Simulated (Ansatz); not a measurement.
# Al: pressure against volume scale

Periodic Kohn-Sham DFT of a crystal at fixed atoms, scaled to volume_scale times the given cell; pressure positive in compression, energy less spherical unpolarised free atoms, largest_vzz the field gradient of largest size among the nuclei. The results are calculated, by Ansatz 0.2.0.

The cell before it is scaled or strained (space group Fm-3m, No. 225):
```
cell vectors (Å)
   0.0000     2.0240     2.0240
   2.0240     0.0000     2.0240
   2.0240     2.0240     0.0000
atoms (fractions of the cell vectors)
Al  0.00000  0.00000  0.00000
```

Settings of every row: method all-electron PAW; functional PBE; relativity scalar; k mesh 14x14x14; filling fermi-dirac; smearing width 0.05 eV; nucleus gaussian.

Atom start moment: 0 on all atoms.

| row | volume scale | V (Å³/atom) | pressure (GPa) |
| --- | --- | --- | --- |
| 1 | 0.94 | 15.588 | 4.703 |
| 2 | 0.96 | 15.92 | 2.738 |
| 3 | 0.98 | 16.251 | ? |
| 4 | 0.99 | 16.417 | 0.153 |
| 5 | 1 | 16.582 | -0.617 |
| 6 | 1.01 | 16.749 | -1.344 |
| 7 | 1.02 | 16.915 | -2.028 |
| 8 | 1.04 | 17.246 | -3.269 |
| 9 | 1.06 | 17.578 | -4.357 |

Question: what pressure should row 3 give?

Worked fit of pressure. Take u = (V_r/V)^(2/3) − 1 with V_r = 16.666 Å³ an atom, which is twice the finite (Eulerian) strain; such expansions in the strain, on which the Birch-Murnaghan equation of state is built, carry the rest volume and the bulk modulus. The shown rows have u = 0.04559, 0.031, 0.01009, 0.00337, -0.00331, -0.00984, -0.02255, -0.03489. Least squares give pressure = −0.9867 + 109.461 × u + 355.2 × u² − 402 × u³ GPa; a parabola predicts inner rows, each left out in turn, worse (root mean square 0.0067 against 0.0029 GPa). The rows lie off it by -0.001, 0.002, -0.001, -0.003, 0.001, 0.001, 0.001, -0.001. The pressure vanishes at u = 0.0088, or V = 16.45 Å³ an atom, and there the bulk modulus at fixed shape and fractions is B = −V dP/dV = (2/3)(1 + u) dP/du = 77.7 GPa. The withheld row has u = 0.01695, so the fit gives −0.9867 + 109.461 × (0.01695) + 355.2 × (0.01695)² − 402 × (0.01695)³ = 0.969 GPa.

The calculation gave 0.968 GPa. The fit lies 0.001 GPa (0.011 % of the column's range) above it, one unit of the last digit.
